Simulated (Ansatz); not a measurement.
Rocksalt AgCl, relaxed with r2SCAN in Ansatz. It is cubic, Fm-3m (No. 225); conventional cell a = 5.546 Å, 21.33 Å³ an atom. Ag is surrounded by 6 Cl at 2.77 Å; Cl is surrounded by 6 Ag at 2.77 Å.

The axes x, y and z are those of this cell:
```
Ag Cl
1.0
     0.00000    2.77318    2.77318
     2.77318    0.00000    2.77318
     2.77318    2.77318    0.00000
Ag Cl
1 1
Direct
  0.00000 0.00000 0.00000
  0.50000 0.50000 0.50000
```

Unstrained: The PBE gap is indirect, 0.912 eV (L to Γ), below the direct gap of 3.005 eV at Γ–K (0.10 of the way from Γ). r2SCAN gives an indirect gap of 1.475 eV, from L to Γ; the least direct gap is 3.590 eV at Γ–K (0.10 of the way from Γ). The HSE06 gap is indirect, 2.411 eV (L to Γ), below the direct gap of 4.544 eV at Γ–K (0.10 of the way from Γ). Meshes: PBE 8×8×8, r2SCAN 8×8×8, HSE06 6×6×6. Strains are changes of length per length. After each strain the atoms were relaxed again with r2SCAN within the symmetry that the strain leaves, so tilts or polar shifts that break it weren't tested; points keep the names that they have in the unstrained zone. (Simulation; spin polarisation is off.)

Question: Apply uniaxial +5.97 % along z, other directions held. How far does the gap move, against the unstrained cell?

Answer: PBE: the gap goes from 0.912 to 0.778 eV (-0.134 eV). r2SCAN: the gap goes from 1.475 to 1.320 eV (-0.155 eV). HSE06: the gap goes from 2.411 to 2.261 eV (-0.150 eV). The r2SCAN energy rises by 13.0 meV an atom.

Question: Apply isotropic -4.77 % on every length. How far does the gap move, against the unstrained cell?

Answer: PBE: the gap goes from 0.912 to 0.928 eV (+0.016 eV). r2SCAN: the gap goes from 1.475 to 1.527 eV (+0.052 eV). HSE06: the gap goes from 2.411 to 2.401 eV (-0.010 eV). The r2SCAN energy rises by 83.5 meV an atom.

Question: Apply epitaxial -1.56 % in the plane normal to [111], free normal strain +2.40 %. How far does the gap move, against the unstrained cell?

Answer: PBE: the gap goes from 0.912 to 0.869 eV (-0.043 eV). r2SCAN: the gap goes from 1.475 to 1.433 eV (-0.042 eV). HSE06: the gap goes from 2.411 to 2.363 eV (-0.048 eV). The r2SCAN energy rises by 0.9 meV an atom.

Spin-orbit coupling is left out.

Where an edge lies off the special points, it is a point of the mesh or the k point where a search put PBE's edge or least direct gap, reused for the other functionals, whose own edges may lie a little apart.

The meshes of the hybrids are coarse, so their gaps aren't converged to the digits shown.
